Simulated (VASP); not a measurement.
# Ni: convergence, relaxation of the cell

Ni, Fm-3m (no. 225), 1 atom in the cell. PBE; PAW potentials Ni (PBE set). VASP 6.6.1. The cell is changed on purpose: volume scaled by 1.06.

Wanted: cell volume within 0.2 %; lattice lengths within 0.1 %; shortest distances from each atom, periodic images included within 0.005 Å.

What the run is for: cell; Accuracy asked: standard.

The series start from Plane-wave cutoff (eV): 400; Smearing width (eV): 0.1; k-point mesh: 14 × 14 × 14; Relaxation passes: 2; Ionic threshold (EDIFFG): -0.005; Electronic threshold (eV): 1e-6; Precision mode (PREC): Accurate; Relaxation algorithm: IBRION=2 POTIM=0.5. Each series keeps the choices made before it, and each single choice may use up half of a tolerance. Times cover all steps of a run.

## Plane-wave cutoff (eV)

| Plane-wave cutoff (eV) | Cell volume (Å³) | Lattice lengths, largest deviation against the largest value | Shortest distances from each atom, periodic images included, largest deviation (Å) | Time (s) |
|---|---|---|---|---|
| 270 | 10.64 | 0.69 % | 0.0173 | 13 |
| 310 | 10.86 | 0.03 % | 0.0008 | 13 |
| 350 | 10.84 | 0.09 % | 0.0022 | 13 |
| 400 | 10.84 | 0.092 % | 0.0023 | 11 |
| 470 | 10.87 | 0.0076 % | 0.0002 | 21 |
| 570 | 10.87 | 0.011 % | 0.0003 | 22 |
| 710 (reference) | 10.87 | 0 % | 0.0000 | 23 |

Chosen: 470, the loosest value from which every tighter one stays within half of the tolerance.

## Smearing width (eV)

| Smearing width (eV) | Cell volume (Å³) | Lattice lengths, largest deviation against the largest value | Shortest distances from each atom, periodic images included, largest deviation (Å) | Time (s) |
|---|---|---|---|---|
| 0.4 | 10.89 | 0.073 % | 0.0018 | 20 |
| 0.3 | 10.88 | 0.05 % | 0.0013 | 22 |
| 0.2 | 10.87 | 0.025 % | 0.0006 | 16 |
| 0.15 | 10.87 | 0.015 % | 0.0004 | 16 |
| 0.1 | 10.87 | 0.0072 % | 0.0002 | 21 |
| 0.05 (reference) | 10.86 | 0 % | 0.0000 | 18 |

Chosen: 0.2.

## k-point mesh

| k-point mesh | Cell volume (Å³) | Lattice lengths, largest deviation against the largest value | Shortest distances from each atom, periodic images included, largest deviation (Å) | Time (s) |
|---|---|---|---|---|
| 6 × 6 × 6 | 10.83 | 0.12 % | 0.0031 | 11 |
| 7 × 7 × 7 | 10.84 | 0.089 % | 0.0022 | 12 |
| 9 × 9 × 9 | 10.84 | 0.11 % | 0.0028 | 23 |
| 11 × 11 × 11 | 10.86 | 0.041 % | 0.0010 | 14 |
| 14 × 14 × 14 | 10.87 | 0.0008 % | 0.0000 | 16 |
| 18 × 18 × 18 (reference) | 10.87 | 0 % | 0.0000 | 31 |

Chosen: 14 × 14 × 14.

## Relaxation passes

| Relaxation passes | Cell volume (Å³) | Lattice lengths, largest deviation against the largest value | Shortest distances from each atom, periodic images included, largest deviation (Å) | Time (s) |
|---|---|---|---|---|
| 1 | 10.87 | 0 % | 0.0000 | 17 |
| 2 | 10.87 | 0 % | 0.0000 | 16 |
| 3 (reference) | 10.87 | 0 % | 0.0000 | 26 |

Chosen: 1.

## Ionic threshold (EDIFFG)

| Ionic threshold (EDIFFG) | Cell volume (Å³) | Lattice lengths, largest deviation against the largest value | Shortest distances from each atom, periodic images included, largest deviation (Å) | Time (s) |
|---|---|---|---|---|
| -0.05 | 10.87 | 0 % | 0.0000 | 17 |
| -0.02 | 10.87 | 0 % | 0.0000 | 17 |
| -0.01 | 10.87 | 0 % | 0.0000 | 17 |
| -0.005 | 10.87 | 0 % | 0.0000 | 17 |
| -0.002 (reference) | 10.87 | 0 % | 0.0000 | 22 |

Chosen: -0.05.

## Electronic threshold (eV)

| Electronic threshold (eV) | Cell volume (Å³) | Lattice lengths, largest deviation against the largest value | Shortest distances from each atom, periodic images included, largest deviation (Å) | Time (s) |
|---|---|---|---|---|
| 0.0001 | 10.88 | 0.039 % | 0.0010 | 13 |
| 1e-5 | 10.88 | 0.016 % | 0.0004 | 14 |
| 1e-6 | 10.87 | 0.0044 % | 0.0001 | 17 |
| 1e-7 (reference) | 10.87 | 0 % | 0.0000 | 17 |

Chosen: 1e-5.

## Precision mode (PREC)

| Precision mode (PREC) | Cell volume (Å³) | Lattice lengths, largest deviation against the largest value | Shortest distances from each atom, periodic images included, largest deviation (Å) | Time (s) |
|---|---|---|---|---|
| Normal | 10.88 | 0.002 % | 0.0001 | 8.3 |
| Accurate (reference) | 10.88 | 0 % | 0.0000 | 14 |

Chosen: Normal.

## Relaxation algorithm

| Relaxation algorithm | Cell volume (Å³) | Lattice lengths, largest deviation against the largest value | Shortest distances from each atom, periodic images included, largest deviation (Å) | Time (s) |
|---|---|---|---|---|
| IBRION=2 POTIM=0.5 | 10.88 | 0 % | 0.0000 | 8.3 |
| IBRION=2 POTIM=0.2 | 10.87 | 0.03 % | 0.0007 | 7.9 |
| IBRION=1 POTIM=0.5 | 10.87 | 0.021 % | 0.0005 | 7.6 |
| IBRION=1 POTIM=0.2 | 10.88 | 0.002 % | 0.0001 | 7.3 |

Chosen: IBRION=1 POTIM=0.2; it saves 1.0 s of 8.3, so IBRION=2 POTIM=0.5 would do nearly as well.

## All choices together

| Input | Cell volume (Å³) | Lattice lengths, largest deviation against the largest value | Shortest distances from each atom, periodic images included, largest deviation (Å) | Time (s) |
|---|---|---|---|---|
| the program's defaults (naive) | 10.61 | 0.82 % | 0.0204 | 2.8 |
| chosen settings | 10.88 | 0.008 % | 0.0002 | 7.3 |
| reference settings throughout | 10.88 | 0 % | 0.0000 | 54 |

The tolerance is met.

Values of the reference run: Lattice lengths: 2.487, 2.487, 2.487 Å; Shortest distances from each atom, periodic images included: 2.487, 2.487, 2.487, 2.487 Å.

## The input

INCAR.step1:
```
ALGO     = Normal         # electronic algorithm
EDIFF    = 1E-5           # SCF threshold, eV
EDIFFG   = -0.05          # ionic threshold
ENCUT    = 470            # plane-wave cutoff, eV
GGA      = PE             # functional
GGA_COMPAT= F            
IBRION   = 1              # ionic algorithm
ISIF     = 3              # what is computed and relaxed
ISMEAR   = 1              # smearing method
ISPIN    = 2              # spin polarisation
KPAR     = 4            
LASPH    = T              # aspherical terms in the spheres
LCHARG   = F              # write CHGCAR
LMAXMIX  = 4              # l up to which the mixer works
LORBIT   = 11             # projections on sites
LREAL    = F              # projectors in reciprocal space
LWAVE    = F              # write WAVECAR
MAGMOM   = 1              # initial moments
NELM     = 200            # most SCF steps
NELMIN   = 4            
NSW      = 80             # ionic steps
POTIM    = 0.2            # step
PREC     = Normal         # precision mode
SIGMA    = 0.2            # smearing width, eV
```

INCAR.step2, as INCAR.step1 but for:
```
- EDIFFG = -0.05
- IBRION = 1
- ISIF = 3
- NELMIN = 4
- NSW = 80
- POTIM = 0.2
+ ISIF = 2
```

KPOINTS:
```
Automatic mesh
0
Gamma
  14 14 14
  0 0 0
```

POSCAR.step1:
```
Ni
1.0
    0.0000000000      1.7716516424      1.7716516424
    1.7716516424      0.0000000000      1.7716516424
    1.7716516424      1.7716516424      0.0000000000
Ni
1
Direct
    0.0000000000      0.0000000000      0.0000000000
```

Commands (each step's output is kept before the next begins):
```
cat potpaw_PBE.64/Ni/POTCAR > POTCAR
cp INCAR.step1 INCAR
cp POSCAR.step1 POSCAR
mpirun -np 4 vasp_std > vasp.out
cp CONTCAR POSCAR
cp INCAR.step2 INCAR
mpirun -np 4 vasp_std > vasp.out
```

The chosen input took VASP 6.6.1 7.3 s on 4 cores (Intel Xeon 6975P-C (Granite Rapids)), a shared host.
